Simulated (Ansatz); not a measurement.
Input and command of a plane-wave DFT calculation in Ansatz:

```yaml
crystal:
  lattice:
    - [3.0554777537, 0.0, 0.0]
    - [-1.5277388769, 2.6461213554, 0.0]
    - [0.0, 0.0, 30.409913]
  atoms:
    - { symbol: Zn, position: [0.66666667, 0.33333333, 0.334938] }
    - { symbol: Zn, position: [0.33333333, 0.66666667, 0.665062] }
    - { symbol: Zn, position: [0.33333333, 0.66666667, 0.834938] }
    - { symbol: Zn, position: [0.66666667, 0.33333333, 0.165062] }
    - { symbol: Zn, position: [0.66666667, 0.33333333, 0.917472] }
    - { symbol: Zn, position: [0.33333333, 0.66666667, 0.082528] }
    - { symbol: Zn, position: [0.33333333, 0.66666667, 0.417472] }
    - { symbol: Zn, position: [0.66666667, 0.33333333, 0.582528] }
    - { symbol: Zn, position: [0.0, 0.0, 0.75] }
    - { symbol: Zn, position: [0.0, 0.0, 0.25] }
    - { symbol: Zn, position: [0.0, 0.0, 0.5] }
    - { symbol: Zn, position: [0.0, 0.0, 0.0] }
    - { symbol: O, position: [0.66666667, 0.33333333, 0.458731] }
    - { symbol: O, position: [0.33333333, 0.66666667, 0.541269] }
    - { symbol: O, position: [0.33333333, 0.66666667, 0.958731] }
    - { symbol: O, position: [0.66666667, 0.33333333, 0.041269] }
    - { symbol: O, position: [0.66666667, 0.33333333, 0.706158] }
    - { symbol: O, position: [0.33333333, 0.66666667, 0.293842] }
    - { symbol: O, position: [0.33333333, 0.66666667, 0.206158] }
    - { symbol: O, position: [0.66666667, 0.33333333, 0.793842] }
    - { symbol: O, position: [0.0, 0.0, 0.623759] }
    - { symbol: O, position: [0.0, 0.0, 0.376241] }
    - { symbol: O, position: [0.0, 0.0, 0.123759] }
    - { symbol: O, position: [0.0, 0.0, 0.876241] }
basis:
  ecutwfc: 420
kpoints:
  mp_grid: { grid: [12, 12, 2] }
hamiltonian:
  xc: pbe
scf:
  occupations: { method: gaussian, width: 0.02 }
output:
  forces: true
  stress: true
  eigenvalues: true
relax:
  adjacent_minimum: "off"
  f_tol: 0.005
  max_steps: 80
  cell: { stress_tol: 0.05 }
```

```bash
ansatz run input.yaml --threads 4 --pin off --max-ram 9216MiB --backend cpu --events-out ev --progress --plain --runs-dir out
```

Processor: AMD EPYC (Zen 3), 4 threads, on a host shared with other jobs.

How long does it run, and how much memory does it take?

About 4.7 min on 4 threads of AMD EPYC (Zen 3) (shared host), peak memory 1.6 GiB. It solves 132 bands at 38 k points (the mesh reduced by symmetry) with about 4745 plane waves (on the last cell), in 33 SCF iterations over 5 ionic steps.
